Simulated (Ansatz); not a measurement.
A surface is cut from this relaxed crystal of ZrN:

```
Zr N
1.0
     0.00000    2.27609    2.27609
     2.27609    0.00000    2.27609
     2.27609    2.27609    0.00000
Zr N
1 1
Direct
  0.00000 0.00000 0.00000
  0.50000 0.50000 0.50000
```

Miller indices refer to the conventional cell of Fm-3m (No. 225), a = 4.552 Å, b = 4.552 Å, c = 4.552 Å, α = 90.00°, β = 90.00°, γ = 90.00°.

Method: Ansatz, DFT PBEsol, scalar-relativistic, plane waves, PAW. Cutoff 420 eV, Gaussian smearing of 0.10 eV, no spin polarisation. A dipole correction acts along the normal.

The slab isn't stoichiometric, so its surface energy depends on the chemical potentials; it is given with the excess atoms taken from the element's standard state, a limit at which the compound may itself be unstable, so the figure can be too low.

A relaxed slab with low-index faces, about a nanometre thick, has these properties:

For this slab, the surface energy with the excess atoms taken from the elements is 1.98 J/m² and the work function is 4.46 eV.

(1) Which low-index plane was cut, and which atoms end it?

Spin polarisation was left out, and a magnetic state may lie lower. In some of the runs charge leaks into the vacuum, so their work functions can be off.

Answers

(1) The (111) plane, with Zr in the top plane and Zr in the bottom one as cut, before relaxation. The planes from bottom to top: Zr, N, Zr, N, Zr, N, Zr, N, Zr.